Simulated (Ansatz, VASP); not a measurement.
AlNi3: VASP beside Ansatz

```
Al Ni
1.0
     3.52305    0.00000    0.00000
     0.00000    3.52305    0.00000
     0.00000    0.00000    3.52305
Al Ni
1 3
Direct
  0.00000 0.00000 0.00000
  0.00000 0.50000 0.50000
  0.50000 0.00000 0.50000
  0.50000 0.50000 0.00000
```

The cell is a database's computed one.

Alike in both runs: task single point; functional PBE; k mesh 6 × 6 × 6; occupations gaussian, width 0.1 eV; collinear spin.

|  | VASP | Ansatz |
| --- | --- | --- |
| version | VASP 6.6.1 | Ansatz 0.2.0 |
| potentials or method | VASP PAW PBE potentials, release 64 (Al, Ni) | scalar-relativistic, plane waves, PAW |
| plane-wave cutoff (eV) | 520 | 420 |
| valence electrons in the cell | 33 | 57 |

Ansatz gave:

| Item | Value |
| --- | --- |
| gap on the k mesh at the Fermi level (eV) | none |
| pressure (GPa) | 7.4 |
| net moment per atom (μB) | 0.18 |
| size of the moment on the site where the two differ most (μB) | 0.27 |

**Question.** Which values does VASP return?

**Answer.** gap on the k mesh at the Fermi level (eV): none; pressure (GPa): 7.4; net moment per atom (μB): 0.18; size of the moment on the site where the two differ most (μB): 0.26.

Site moments also hang on the region over which each program counts them. A gap of «none» marks a metal or a gap that the smearing closes. With one functional, cell and mesh, what is left measures potentials, basis and numerics. The two sets of potentials don't hold the same shells in valence.
